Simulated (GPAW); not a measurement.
Sn:

```
Sn
1.0
    -2.02919    2.02919    1.66076
     2.02919   -2.02919    1.66076
     2.02919    2.02919   -1.66076
Sn
1
Cartesian
  0.0000 0.0000 0.0000
```

This isn't the form of Sn at room conditions, which is tetragonal (white tin).

Base run:

- Program: GPAW 26.7.0
- Functional: PBEsol
- Potentials or basis: PAW data sets generated in the run's folder for this functional
- Cutoff: 600 eV
- Basis: pw
- k mesh: 10 × 10 × 10
- Occupations: fermi-dirac, width 0.05 eV
- Spin: no spin polarisation

Its results: pressure -2.2 GPa.

Problem. The run is repeated on the same cell with these changes: functional from PBEsol to LDA; potentials or basis from PAW data sets generated in the run's folder for this functional to the program's PAW data sets (release 1.2.1) made for this functional. What comes out?

Solution. Pressure -3.4 GPa.
